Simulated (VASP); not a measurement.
Write the native input for VASP 6.6.1 that does the following.

- Task: work function
- Functional: PBE
- Potentials or basis: VASP PAW PBE potentials, release 64 (Rh_pv)
- Cutoff: 520 eV
- k mesh: 4 × 4 × 1
- Occupations: methfessel-paxton, width 0.1 eV
- Spin: no spin polarisation
- Dipole correction: yes
- Further INCAR settings: ALGO = Normal; EDIFF = 1e-07

The structure of Rh lies in POSCAR:

```
Rh                                      
1.0
    2.7193470000      0.0000000000      0.0000000000
   -1.3596735000      2.3550235400      0.0000000000
    0.0000000000      0.0000000000     27.8262814600
  Rh            
     4
Direct
     0.6666669999999968    0.3333330000000032    0.3832083722917075
     0.3333340000000007    0.6666659999999993    0.4609760695084116
     0.0000000000000000    0.0000000000000000    0.5390239304915885
     0.6666669999999968    0.3333330000000032    0.6167916277082925
```

The cell was built by a generator and needn't be a form met in nature.

One way to write it, as run:

INCAR

```
SYSTEM = Rh
PREC = Accurate
ENCUT = 520
EDIFF = 1E-7
ISMEAR = 1
SIGMA = 0.1
LREAL = .False.
LASPH = .True.
NELM = 100
ALGO = Normal
ISIF = 2
LWAVE = .False.
LCHARG = .True.
LDIPOL = .True.
IDIPOL = 3
DIPOL = 0.5 0.5 0.500
GGA = PE
LELF = .True.
LVHAR = .True.
LVACPOTAV = .True.
```

KPOINTS

```
regular mesh
0
Gamma
  4 4 1
  0 0 0
```

Potentials or basis: VASP PAW PBE potentials, release 64 (Rh_pv).

The run is started by

```console
$ cat potpaw_PBE.64/Rh_pv/POTCAR > POTCAR
$ mpirun -np 1 vasp_std > vasp.out
```

It gave:

```json
{"Largest force": "0.199 eV/Å", "Band gap on the k mesh": "none (metal or under the smearing width)", "Work function of the upper face": "4.81 eV", "Work function of the lower face": "4.81 eV"}
```

Caveat: the k mesh is coarse (spacing up to 0.67 Å⁻¹), so the values aren't converged.

Wall time 69 s on 1 thread of Intel(R) Xeon(R) Platinum 8488C (Sapphire Rapids) (shared host), peak memory 0.26 GiB.
